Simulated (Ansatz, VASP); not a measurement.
Ca in VASP and in Ansatz

```xyz
1
Lattice="-1.8277 1.8277 1.8277 1.8277 -1.8277 1.8277 1.8277 1.8277 -1.8277" Properties=species:S:1:pos:R:3 pbc="T T T"
Ca    0.0000    0.0000    0.0000
```

Alike in both runs: functional PBE; k mesh 15 × 15 × 15; occupations fermi-dirac, width 0.05 eV; no spin polarisation.

Ansatz relaxed the structure, and its values are those at the end. VASP's run is a single point on that final structure, the one shown.

|  | VASP | Ansatz |
| --- | --- | --- |
| version | VASP 6.6.1 | Ansatz 0.2.0 |
| potentials or method | VASP PAW PBE potentials, release 64 (Ca_sv) | PAW with Ansatz's default frozen-core files, scalar-relativistic |
| plane-wave cutoff (eV) | 520 | 420 |
| valence electrons in the cell | 10 | 10 |

|  | VASP | Ansatz | Ansatz less VASP |
| --- | --- | --- | --- |
| pressure (GPa) | 21.0 | 21.0 | -0.03 |

Caveats: so large a pressure means that the cell lies far from this level's equilibrium, or that cutoff or potentials fall short (VASP).
